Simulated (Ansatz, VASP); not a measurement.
**Two plane-wave programs on Si**

```
Si
1.0
     2.53880    0.00000    0.00000
     0.00000    2.53880    0.00000
     0.00000    0.00000    2.53880
Si
1
Direct
  0.00000 0.00000 0.00000
```

Alike in both runs: task single point; functional revPBE; k mesh 14 × 14 × 14; occupations fermi-dirac, width 0.1 eV; no spin polarisation.

|  | VASP | Ansatz |
| --- | --- | --- |
| version | VASP 6.6.1 | Ansatz 0.2.0 |
| potentials or method | VASP PAW PBE potentials, release 64 (Si) | plane waves (420 eV) with PAW, scalar-relativistic |
| plane-wave cutoff (eV) | 520 | 420 |
| valence electrons in the cell | 4 | 4 |

|  | VASP | Ansatz | Ansatz less VASP |
| --- | --- | --- | --- |
| pressure (GPa) | 0.1 | 0.4 | +0.25 |

Caveats: the PAW data sets were made with another functional, which shifts forces and pressure a little (VASP).
